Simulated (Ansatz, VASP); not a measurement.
# GaSb in VASP and in Ansatz

File INCAR:

```
SYSTEM = GaSb
PREC     = Accurate       ! precision mode
ENCUT    = 520            ! plane-wave cutoff, eV
EDIFF    = 1E-6           ! SCF threshold, eV
ISMEAR   = -1             ! smearing method
SIGMA    = 0.1            ! smearing width, eV
LREAL    = .FALSE.        ! projectors in reciprocal space
LASPH    = .TRUE.         ! aspherical terms in the spheres
NELM     = 80             ! most SCF steps
ALGO     = Normal         ! electronic algorithm
ISIF     = 2              ! what is computed and relaxed
LWAVE    = .FALSE.        ! write WAVECAR
LCHARG   = .FALSE.        ! write CHGCAR
GGA      = PE             ! functional
NBANDS   = 16             ! bands
```

Contents of KPOINTS:

```
Automatic mesh
0
G
  13 13 13
  0 0 0
```

The input POSCAR:

```
GaSb
1.0
    3.5384612971      0.0000000000      0.0000000000
    0.0000000000      3.5384612971      0.0000000000
    0.0000000000      0.0000000000      3.5384612971
Ga Sb
1 1
Direct
    0.0000000000      0.0000000000      0.0000000000
    0.5000000000      0.5000000000      0.5000000000
```

Input for Ansatz:

```yaml
crystal:
  lattice:
    - [3.5384612971, 0.0, 0.0]
    - [0.0, 3.5384612971, 0.0]
    - [0.0, 0.0, 3.5384612971]
  atoms:
    - { symbol: Ga, position: [0.0, 0.0, 0.0] }
    - { symbol: Sb, position: [0.5, 0.5, 0.5] }
kpoints:
  mp_grid: { grid: [13, 13, 13] }
scf:
  occupations: { method: fermi_dirac, width: 0.1 }
hamiltonian:
  xc: pbe
  pseudopotentials: { kind: all_electron, lapw: { basis_error: 0.001 } }
output:
  forces: true
  stress: true
  eigenvalues: true
  populations: true
```

Change from the starting cell: volume scaled by 0.94, LAPW.

Alike in both runs: task single point; functional PBE; k mesh 13 × 13 × 13; occupations fermi-dirac, width 0.1 eV; no spin polarisation.

|  | VASP | Ansatz |
| --- | --- | --- |
| version | VASP 6.6.1 | Ansatz 0.2.0 |
| potentials or method | VASP PAW PBE potentials, release 64 (Ga_d, Sb) | all-electron LAPW, scalar-relativistic |
| plane-wave cutoff (eV) | 520 | see its input |

Ansatz gave:

| Quantity | Value |
| --- | --- |
| pressure (GPa) | 3.6 |

**Question.** What did VASP give for the same quantities?

**Answer.** Pressure (GPa): 3.5.

Ansatz ran all-electron here, so the differences hold the error of VASP's frozen core and of both bases.

Spin-orbit coupling is left out, which matters for the levels of Sb.
